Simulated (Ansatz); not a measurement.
# Ga2N: start and end of a relaxation

Recipe of this trial structure of Ga2N: 4-connected net, two elements spread over the vertices (C2, No. 5). The dimensions are guesses.

POSCAR.start

```
Ga N
1.0
     2.12238   -2.42419    0.00000
     2.12238    2.42419    0.00000
    -0.64654    0.00000    3.15645
Ga N
2 1
Direct
  0.50000 0.71567 0.28433
  0.28433 0.50000 0.71567
  0.71567 0.28433 0.50000
```

Theory: Ansatz 0.2.0, DFT PBE, scalar-relativistic, plane waves, PAW. Cutoff 420 eV, Gaussian smearing, Γ-centred meshes. Cell and atoms relax first on a coarse mesh and then on a finer one. In between, the cell is made exact in the group found at 0.06 Å. In metals the finer mesh still leaves noise of several meV/atom or more. The steps can't lower the symmetry of their start. No spin polarisation in the relaxation; trial moments died out in a coarse test.

POSCAR.end

```
Ga N
1.0
     1.89236   -2.54221    0.00000
     1.89236    2.54221    0.00000
     0.00000    0.00000    4.35871
Ga N
2 1
Direct
  0.00000 0.50000 0.21689
  0.50000 0.00000 0.78311
  0.00000 0.00000 0.50000
```

The symmetry goes from C2 (No. 5) to C222 (No. 21). The volume per atom grows by 29.1 %, from 10.8 to 14.0 Å³. The shortest distance goes from 1.81 Å (Ga–N and Ga–Ga) to 2.01 Å (Ga–N). The energy falls by about 2.7 eV/atom (the start's value is from the coarse mesh). The end is written in a standard setting, so origin, axes and order of atoms can differ from the start's.

```
Volume per atom                             : 13.98 Å³
Density                                     : 6.08 g/cm³
Energy over the elements                    : +0.03 eV/atom
Gap on the 16×16×10 mesh of the 3-atom cell : 0 eV (a metal)
```

Energies over the elements count from the elements' standard structures at the same level (N₂ as a molecule), with no fitted energy shifts. A positive value: parting into the elements would lower its energy.

The last run used Gaussian smearing of 0.10 eV. For metals, differences of a few meV/atom aren't resolved. An odd number of electrons in the primitive cell allows no gap without spin; a larger cell or a magnetic state could open one. A later test with randomly moved atoms came back to the same energy, though modes that don't fit the test's cell weren't probed. In all, the 3 runs took 6.3 min on 1 thread of Arm Neoverse V1, on a shared host.
